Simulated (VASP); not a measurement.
Runs of VASP 6.6.1 on Cd. Symmetry: Fm-3m, No. 225, cubic system. The conventional cell has a = 4.436 Å, b = 4.436 Å, c = 4.436 Å, α = 90.00°, β = 90.00°, γ = 90.00°. Cd (site symmetry m-3m) is surrounded by 12 Cd at 3.14 Å. This isn't the form of Cd at room conditions, which is hcp.

```tsv
task	level	cell	k mesh	cutoff (eV)	optimiser	gap on the mesh (eV)	pressure (GPa)	relaxed volume (Å³/atom)
relaxation of the atoms	r2SCAN	atoms relaxed from: cell strained at random at fixed volume	7 × 7 × 7	520	vasp	none	-0.5	-
relaxation of cell and atoms	r2SCAN+D3(BJ)	relaxed	10 × 10 × 10	600	-	none	0.0	(a)
relaxation of cell and atoms	r2SCAN	relaxed	10 × 10 × 10	600	-	none	0.0	21.86
relaxation of cell and atoms	LAK	relaxed	10 × 10 × 10	600	-	none	0.0	24.53
```

Alike in all rows: potentials or basis VASP PAW PBE potentials, release 64 (Cd); no spin polarisation; smearing methfessel-paxton 0.1 eV.

**Question.** Estimate the missing entries.

**Answer.** (a) 21.19.

Caveats: the PAW data sets were made with another functional, which shifts forces and pressure a little; the relaxation stopped at its first step, so nothing moved (some runs); pairwise dispersion overbinds metals, which lowers pressure and volume (some runs).

A k mesh can miss the band edges, and the runs leave out spin-orbit coupling on Cd.

A gap of «none» marks a metal or a gap under the smearing width.
